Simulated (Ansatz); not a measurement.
A trial form of Li

Method: DFT PBE, scalar-relativistic, plane waves, PAW (Ansatz). Cutoff 420 eV, Gaussian smearing, Γ-centred meshes. Cell and atoms relax on a converged mesh. In metals the finer mesh still leaves noise of several meV/atom or more. The steps can't lower the symmetry of their start. No spin polarisation.

A trial structure of Li was built thus: 4-, 6-connected net of one element (Pm-3m, No. 221). The dimensions are guesses.

```cif
data_structure
_symmetry_space_group_name_H-M 'Pm-3m'
_symmetry_Int_Tables_number 221
_cell_length_a 5.1200
_cell_length_b 5.1200
_cell_length_c 5.1200
_cell_angle_alpha 90.000
_cell_angle_beta 90.000
_cell_angle_gamma 90.000
_cell_volume 134.22
loop_
_atom_site_label
_atom_site_type_symbol
_atom_site_symmetry_multiplicity
_atom_site_Wyckoff_symbol
_atom_site_fract_x
_atom_site_fract_y
_atom_site_fract_z
_atom_site_occupancy
Li1 Li 3 c 0.50000 0.50000 0.00000 1
Li2 Li 1 b 0.50000 0.50000 0.50000 1
Li3 Li 3 d 0.50000 0.00000 0.00000 1
```

Energies count from the standard state of Li at the same level.

Question: Describe the relaxed structure.

Answer: The symmetry stays Pm-3m (No. 221). The volume per atom grows by 18.2 %, from 19.2 to 22.7 Å³. The shortest distance goes from 2.56 Å (Li–Li) to 2.71 Å (Li–Li). Conventional cell: a = 5.413 Å. Li on a site of symmetry 4/mmm has 6 Li at 2.71 Å; around Li on a site of symmetry m-3m lie 6 Li at 2.71 Å; around Li on a second site of symmetry 4/mmm lie 4 Li at 2.71 Å.

```xyz
7
Lattice="5.4127 0.0000 0.0000 0.0000 5.4127 0.0000 0.0000 0.0000 5.4127" Properties=species:S:1:pos:R:3 pbc="T T T"
Li    2.7064    2.7064    0.0000
Li    0.0000    2.7064    2.7064
Li    2.7064    0.0000    2.7064
Li    2.7064    2.7064    2.7064
Li    2.7064    0.0000    0.0000
Li    0.0000    2.7064    0.0000
Li    0.0000    0.0000    2.7064
```

Question: How does it come out in energy, and is it a metal?

Answer: The energy over the standard state is +0.20 eV/atom and the gap on the 8×8×8 mesh of the 7-atom cell is 0 eV (a metal).

It lies above the standard state, so it could only be metastable.

The last run used Gaussian smearing of 0.10 eV. A structure relaxed within its symmetry needn't be a true minimum. In all, the 3 runs took 48 s on 1 thread of Intel(R) Xeon(R) Platinum 8259CL CPU @ 2.50GHz (Skylake/Cascade Lake) (shared host). Another cell of Li relaxed alike, in P-6m2, lies 180 meV/atom lower, so this cell isn't the stable form at this level.
